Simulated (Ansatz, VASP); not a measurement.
**Bi: VASP beside Ansatz**

```
Bi
1.0
     0.00000    2.29828    2.29828
     2.29828    0.00000    2.29828
     2.29828    2.29828    0.00000
Bi
1
Direct
  0.00000 0.00000 0.00000
```

Alike in both runs: functional LDA; k mesh 14 × 14 × 14; occupations fermi-dirac, width 0.08 eV; no spin polarisation.

Ansatz relaxed the structure, and its values are those at the end. VASP's run is a single point on that final structure, the one shown.

|  | VASP | Ansatz |
| --- | --- | --- |
| version | VASP 6.6.1 | Ansatz 0.2.0 |
| potentials or method | VASP PAW LDA potentials, release 64 (Bi_d) | PAW with Ansatz's default frozen-core files, scalar-relativistic |
| plane-wave cutoff (eV) | 520 | 420 |
| valence electrons in the cell | 15 | 15 |

VASP gave:

| Property | Result |
| --- | --- |
| pressure (GPa) | 19.3 |

Q: Which values does Ansatz return?

A: Pressure (GPa): 19.0.

Caveats: so large a pressure means that the cell lies far from this level's equilibrium, or that cutoff or potentials fall short (VASP).
